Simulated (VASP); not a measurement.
Set up this calculation in VASP 6.6.1, as the native input.

| Item | Value |
| --- | --- |
| Task | single point |
| Functional | r2SCAN |
| Potentials or basis | VASP PAW PBE potentials, release 64 (H) |
| Cutoff | 520 eV |
| k mesh | 10 × 10 × 10 |
| Occupations | gaussian, width 0.02 eV |
| Spin | no spin polarisation |
| Dipole correction | no |
| Further INCAR settings | ALGO = Normal; EDIFF = 1e-06; NBANDS = 8 |

The structure of H lies in POSCAR:

```
H
1.0
   -1.6501426215      1.6501426215      1.9463489118
    1.6501426215     -1.6501426215      1.9463489118
    1.6501426215      1.6501426215     -1.9463489118
H
2
Direct
    0.8734275328      0.8734275328      0.0000000000
    0.1265724672      0.1265724672      0.0000000000
```

The cell isn't the ideal one: functional r2SCAN, strained and moved within the space group.

The input as run:

INCAR

```
SYSTEM = H
PREC = Accurate ; ENCUT = 520
EDIFF = 1E-6 ; ISMEAR = 0
SIGMA = 0.02 ; LREAL = .False.
LASPH = .True. ; NELM = 60
ALGO = Normal ; ISIF = 2
LWAVE = .False. ; LCHARG = .False.
METAGGA = R2SCAN ; LMIXTAU = .True.
NBANDS = 8
```

KPOINTS

```
regular mesh
0
Gamma
  10 10 10
  0 0 0
```

Potentials or basis: VASP PAW PBE potentials, release 64 (H).

Command:

```bash
$ cat potpaw_PBE.64/H/POTCAR > POTCAR
$ mpirun -np 1 vasp_std > vasp.out
```

It gave:

- Pressure: -10.4 GPa
- Largest force: 4.325 eV/Å
- Band gap on the k mesh: 6.32 eV, indirect (least direct gap 7.36 eV)

Caveat: the PAW data sets were made with another functional, which shifts forces and pressure a little.

It took 25 s on 1 thread of Intel(R) Xeon(R) 6975P-C (Granite Rapids), with other jobs on the host, peak memory 0.14 GiB.
